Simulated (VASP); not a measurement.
# Bi: restarted molecular dynamics, 2 variants

Bi, Im-3m (no. 229), 12 atoms in the cell. PBE, molecular dynamics; PAW potentials Bi (PBE set).

| Restart from | Temperature at the end (K) | The same without a restart (K) | Potential energy at the end (eV/atom) | The same without a restart (eV/atom) | Electronic steps in the first step after the restart | Time (s) |
|---|---|---|---|---|---|---|
| CONTCAR with velocities, WAVECAR read | 671.0 | 671.0 | -3.75182 | -3.75181 | 4 | 477 |
| CONTCAR with velocities, no WAVECAR | 671.0 | 671.0 | -3.75182 | -3.75181 | 14 | 383 |

Limits: 240 fs of 12 atoms are too short for converged averages.

## Input of the first row

INCAR.step1:
```
SYSTEM = Bi
GGA = PE ; PREC = Normal
ENCUT = 200 ; EDIFF = 1E-6
NELMIN = 4 ; NELM = 60
ALGO = Fast ; LREAL = Auto
LASPH = .True. ; ISMEAR = -1
SIGMA = 0.05 ; ISYM = 0
LWAVE = .True. ; LCHARG = .False.
IBRION = 0 ; NSW = 30
POTIM = 4.0 ; TEBEG = 600
ISIF = 2 ; RANDOM_SEED = 872731 0 0
MDALGO = 4 ; NHC_NCHAINS = 3
NHC_PERIOD = 30 ; KPAR = 2
```

INCAR.step2, as INCAR.step1 but for:
```
- LWAVE = .True.
+ LWAVE = .False.
```

KPOINTS:
```
k-points
0
Monkhorst-Pack
  2 2 2
```

POSCAR.step1:
```
Bi
1.0
   -3.9628610636      3.9628610636      3.9628610636
    3.9628610636     -3.9628610636      3.9628610636
    5.9442915954      5.9442915954     -5.9442915954
Bi
12
Direct
    0.0000000000      0.0000000000      0.0000000000
    0.0000000000      0.0000000000      0.3333333333
    0.0000000000      0.0000000000      0.6666666667
    0.0000000000      0.5000000000      0.0000000000
    0.0000000000      0.5000000000      0.3333333333
    0.0000000000      0.5000000000      0.6666666667
    0.5000000000      0.0000000000      0.0000000000
    0.5000000000      0.0000000000      0.3333333333
    0.5000000000      0.0000000000      0.6666666667
    0.5000000000      0.5000000000      0.0000000000
    0.5000000000      0.5000000000      0.3333333333
    0.5000000000      0.5000000000      0.6666666667
```

Commands (each step's output is kept before the next begins):
```
cat potpaw_PBE.64/Bi/POTCAR > POTCAR
cp INCAR.step1 INCAR
cp POSCAR.step1 POSCAR
mpirun -np 2 vasp_std > vasp.out
cp CONTCAR POSCAR
cp INCAR.step2 INCAR
mpirun -np 2 vasp_std > vasp.out
```

Changes of the last row against the first:
```
(step 1)
- LWAVE = True
+ LWAVE = False
```

VASP 6.6.1 took 477 s on 2 cores (Intel Xeon Platinum 8259CL @ 2.50GHz (Skylake/Cascade Lake)), a shared host.
